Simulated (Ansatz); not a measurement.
Computed with DFT PBE, scalar-relativistic, plane waves, PAW in Ansatz. All cells share a 420 eV cutoff and Γ-centred k meshes spaced at most about 0.3 Å⁻¹ (about 0.25 or finer for metals, 2π included). No spin polarisation in the final relaxations.

Temperature and zero-point effects are left out.

Two relaxed structures of Al2P:

A.

```
Al P
1.0
     5.88117    0.00000    0.00000
     0.00000    5.88117    0.00000
     0.00000    0.00000    3.54504
Al P
4 2
Direct
  0.29306 0.29306 0.00000
  0.70694 0.70694 0.00000
  0.79306 0.20694 0.50000
  0.20694 0.79306 0.50000
  0.00000 0.00000 0.00000
  0.50000 0.50000 0.50000
```

B.

```
Al P
1.0
     0.00000    3.70105    3.70105
     3.70105    0.00000    3.70105
     3.70105    3.70105    0.00000
Al P
4 2
Direct
  0.62500 0.12500 0.12500
  0.12500 0.12500 0.62500
  0.12500 0.62500 0.12500
  0.12500 0.12500 0.12500
  0.50000 0.50000 0.50000
  0.75000 0.75000 0.75000
```

Question: Which would you expect to be lower, and how large is the difference?

Answer: A is lower, by 203 meV/atom. A has the anti-rutile type, space group P4_2/mnm (No. 136), 20.4 Å³/atom and no gap on its mesh; B has the cubic Laves (C15) type, space group Fd-3m (No. 227), 16.9 Å³/atom and no gap. Counting P atoms around Al (those within 1.25 times the shortest such distance or 1.15 times the sum of covalent radii; the shortest distance is added where it is long for a bond), A has Al 3 and B has Al 6 from 3.1 Å. The lower one is the more open, so pressure narrows the difference. Even the lower one lies +0.24 eV/atom against the reference forms of the elements (uncorrected), so neither is stable at this level. In A, around Al lie 3 P at 2.44–2.47 Å; P has 6 Al at 2.44–2.47 Å. In B, Al is surrounded by 6 Al at 2.62 Å and 6 P at 3.07 Å; around P lie 12 Al at 3.07 Å and 4 P at 3.21 Å. Both come from invented guesses.

Cells relaxed within their symmetry can be saddle points.

The preference for A follows from Al–P bonding. Its Al–P contacts of 2.44–2.47 Å are only slightly longer than the bonds in zinc-blende AlP, whereas in B the nearest P lies 3.07 Å from Al, too far for a normal bond. B also suffers from a size mismatch: a Laves phase needs the larger atom on the site that P occupies here, yet P is the smaller of the two. The Al network is consequently squeezed to 2.62 Å, shorter than the contacts in fcc Al, and the denser packing probably doesn't repay the lost heteropolar bonding.

Neither structure suits the electron count. Filling the P valence shell takes only half of the electrons that two Al atoms can supply, and the rest probably occupy Al-derived states, consistent with the missing gap in both. AlP, by contrast, balances its electrons exactly and is a well-known stable semiconductor. The natural competitor at this composition is therefore AlP plus Al metal, against which A should be even less favourable than against the elements.
